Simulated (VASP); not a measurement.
Write the native input for VASP 6.6.1 that does the following.

| Item | Value |
| --- | --- |
| Task | relaxation of cell and atoms |
| Functional | revPBE |
| Dispersion | D4 |
| Potentials or basis | VASP PAW PBE potentials, release 64 (Pb_d, Te) |
| Cutoff | 600 eV |
| k mesh | 7 × 7 × 7 |
| Occupations | fermi-dirac, width 0.05 eV |
| Spin | no spin polarisation |
| Further INCAR settings | ALGO = Normal; EDIFF = 1e-06; IBRION = 2; EDIFFG = -0.01; NSW = 40; ISIF = 3 |

The structure of TePb lies in POSCAR:

```
TePb
1.0
    0.0000000000      3.2310000000      3.2310000000
    3.2310000000      0.0000000000      3.2310000000
    3.2310000000      3.2310000000      0.0000000000
Pb Te
1 1
Direct
    0.0000000000      0.0000000000      0.0000000000
    0.5000000000      0.5000000000      0.5000000000
```

These files were run (other wordings do the same):

INCAR

```
PREC = Accurate
ENCUT = 600
EDIFF = 1E-6
ISMEAR = -1
SIGMA = 0.05
LREAL = False
LASPH = True
NELM = 80
ALGO = Normal
ISIF = 3
LWAVE = False
LCHARG = False
GGA = RE
IVDW = 13
IBRION = 2
NSW = 40
EDIFFG = -0.01
```

KPOINTS

```
Automatic mesh
0
Gamma
  7 7 7
```

Potentials or basis: VASP PAW PBE potentials, release 64 (Pb_d, Te).

Launch:

```bash
$ cat potpaw_PBE.64/Pb_d/POTCAR potpaw_PBE.64/Te/POTCAR > POTCAR
$ mpirun -np 1 vasp_std > vasp.out
```

Results of the run:

```
Relaxed volume                         : 33.88 Å³/atom
Relaxed cell                           : a = 4.576 Å, b = 4.576 Å, c = 4.576 Å, α = 60.00°, β = 60.00°, γ = 60.00°
Space group after relaxing (to 0.05 Å) : Fm-3m (No. 225)
Energy gained by relaxing              : 0.1 meV/atom
Ionic steps                            : 2
Pressure after relaxing                : 0.0 GPa
Dispersion energy per atom             : -0.651 eV
```

Caveat: the PAW data sets were made with another functional, which shifts forces and pressure a little.

Wall time 21 s on 1 thread of Intel(R) Xeon(R) 6975P-C (Granite Rapids), on a shared host, peak memory 0.24 GiB.
